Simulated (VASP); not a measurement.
Wanted: the native input for a VASP 6.6.1 run.

- Task: relaxation of cell and atoms
- Functional: HF
- Potentials or basis: VASP PAW PBE potentials, release 64 (Si)
- Cutoff: 600 eV
- k mesh: 6 × 6 × 6
- Occupations: fermi-dirac, width 0.05 eV
- Spin: no spin polarisation
- Grid for exact exchange (PRECFOCK): Fast
- Exchange at q = 0: default
- Further INCAR settings: ALGO = Normal; EDIFF = 1e-06; IBRION = 2; EDIFFG = -0.005; NSW = 40; ISIF = 3

Si:

```xyz
1
Lattice="2.6205 0.0000 0.0000 -1.3103 2.2695 0.0000 0.0000 0.0000 2.4664" Properties=species:S:1:pos:R:3 pbc="T T T"
Si    0.0000    0.0000    0.0000
```

This isn't the form of Si at room conditions, which is diamond.

The input as run:

POSCAR

```
Si
1.0
    2.6205428149      0.0000000000      0.0000000000
   -1.3102714075      2.2694566494      0.0000000000
    0.0000000000      0.0000000000      2.4663543900
Si
1
Direct
    0.0000000000      0.0000000000      0.0000000000
```

INCAR.step1

```
SYSTEM = Si
PREC = Accurate
ENCUT = 600
EDIFF = 1E-5
ISMEAR = -1
SIGMA = 0.05
LREAL = .FALSE.
LASPH = .TRUE.
NELM = 60
ALGO = Normal
LWAVE = .TRUE.
LCHARG = .FALSE.
GGA = PE
```

INCAR.step2

```
SYSTEM = Si
PREC = Accurate
ENCUT = 600
EDIFF = 1E-6
ISMEAR = -1
SIGMA = 0.05
LREAL = .FALSE.
LASPH = .TRUE.
NELM = 60
ALGO = Normal
ISIF = 3
LWAVE = .FALSE.
LCHARG = .FALSE.
GGA = PE
LHFCALC = .TRUE.
AEXX = 1.0
ALDAC = 0.0
AGGAC = 0.0
PRECFOCK = Fast
IBRION = 2
NSW = 40
EDIFFG = -0.005
ISTART = 1
```

KPOINTS

```
regular mesh
0
G
  6 6 6
  0 0 0
```

Potentials or basis: VASP PAW PBE potentials, release 64 (Si).

Command:

```bash
$ cat potpaw_PBE.64/Si/POTCAR > POTCAR
$ cp INCAR.step1 INCAR
$ mpirun -np 1 vasp_std > vasp.out
$ cp INCAR.step2 INCAR
$ mpirun -np 1 vasp_std > vasp.out
```

It gave:

```
Relaxed volume                         : 15.77 Å³/atom
Relaxed cell                           : a = 2.683 Å, b = 2.683 Å, c = 2.529 Å, α = 90.00°, β = 90.00°, γ = 120.00°
Space group after relaxing (to 0.05 Å) : P6/mmm (No. 191)
Energy gained by relaxing              : 30.4 meV/atom
Ionic steps                            : 10
Pressure after relaxing                : 0.0 GPa
Band gap on the k mesh                 : none (metal or under the smearing width)
```

Caveat: the k mesh is coarse (spacing up to 0.46 Å⁻¹), so the values aren't converged, least of all with exact exchange; the PAW data sets were made with another functional, which shifts forces and pressure a little.

It took 3.5 min on 1 thread of AMD EPYC 9R45 96-Core Processor (Zen 5), on a shared host, peak memory 0.1 GiB.
